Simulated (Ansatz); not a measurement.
# Si: phonon heat capacity and phonon entropy against temperature

All results are calculated (Ansatz 0.2.0). Harmonic vibrational free energy, entropy and heat capacity at constant volume, per atom, from the force constants of a q mesh, imaginary modes left out; plane waves with PAW datasets, Gamma-centred k mesh.

Structure of every row (space group Fd-3m, No. 227):
```
CELL_PARAMETERS angstrom
3.20140 -1.93420 0.98750
3.20140 1.93420 0.98750
0.27270 0.00000 6.69290
ATOMIC_POSITIONS crystal
Si 0.06252 0.56252 0.81248
Si 0.43748 0.93748 0.68752
Si 0.93748 0.43748 0.18752
Si 0.56252 0.06252 0.31248
```

Settings of every row: functional PBE; dispersion none; spin none; wave cutoff 420 eV; k mesh 8x8x4; occupations fixed; smearing width 0 eV; pressure 0 GPa; phonon method linear response; q mesh 2x2x1.

Limits: a crossing between the sampled k points may be missed; coarse q mesh; field response not converged on the k mesh; image ties in doubt.

| row | temperature (K) | phonon heat capacity (kB/atom) | phonon entropy (kB/atom) | phonon free energy (meV/atom) |
| --- | --- | --- | --- | --- |
| 1 | 200 | 1.919 | 1.539 | 49.6 |
| 2 | 300 | 2.407 | 2.422 | 32.4 |
| 3 | 400 | 2.637 | 3.15 | 8.3 |
| 4 | 500 | 2.758 | 3.752 | -21.5 |
| 5 | 600 | 2.828 | 4.262 | -56.1 |
| 6 | 700 | 2.872 | 4.702 | -94.7 |
| 7 | 800 | 2.901 | 5.087 | -137 |
| 8 | 900 | 2.921 | 5.43 | -182.3 |
| 9 | 1000 | ? | ? | ? |

Question: what phonon heat capacity and phonon entropy should row 9 give?

Worked fit of phonon heat capacity. At high temperature a harmonic heat capacity falls short of its limit by a term in 1/T², so take t = (100 K / T)². The shown rows have t = 0.25, 0.11111, 0.0625, 0.04, 0.02778, 0.02041, 0.01562, 0.01235. Least squares give phonon heat capacity = 2.9934 − 6.1128 × t + 7.267 × t² kB/atom; a straight line predicts inner rows, each left out in turn, worse (root mean square 0.04 against 0.0043 kB/atom). The rows lie off it by 0.000, 0.003, -0.003, -0.003, -0.001, 0.000, 0.001, 0.002, a smooth pattern that one more power would take up: the form is only approximate. The constant, 2.9934 kB/atom, is to be held against the harmonic limit of 3 k_B an atom. The withheld row has t = 0.01, so the fit gives 2.9934 − 6.1128 × (0.01) + 7.267 × (0.01)² = 2.933 kB/atom.

The calculation gave 2.936 kB/atom. The fit lies 0.003 kB/atom (0.29 % of the column's range) below it; its largest miss of a shown row is 0.003 kB/atom. This row lies beyond the range of the fit.

Worked fit of phonon entropy. Entropy rises as the heat capacity times the change of ln T, so take t = ln(T / 300 K). The shown rows have t = -0.4055, 0, 0.2877, 0.5108, 0.6931, 0.8473, 0.9808, 1.0986. Least squares give phonon entropy = 2.4438 + 2.38621 × t + 0.3143 × t² kB/atom; a straight line predicts inner rows, each left out in turn, worse (root mean square 0.066 against 0.016 kB/atom). The rows lie off it by 0.011, -0.022, -0.006, 0.007, 0.013, 0.011, 0.000, -0.015 (root mean square 0.012 kB/atom), a smooth pattern that one more power would take up: the form is only approximate. The slope at t = 0, 2.39 kB/atom, estimates the heat capacity at 300 K. The withheld row has t = 1.204, so the fit gives 2.4438 + 2.38621 × (1.204) + 0.3143 × (1.204)² = 5.772 kB/atom.

The calculation gave 5.739 kB/atom. The fit lies 0.033 kB/atom (0.79 % of the column's range) above it; its largest miss of a shown row is 0.022 kB/atom. This row lies beyond the range of the fit.

The other values of row 9: phonon free energy -230.4 meV/atom.
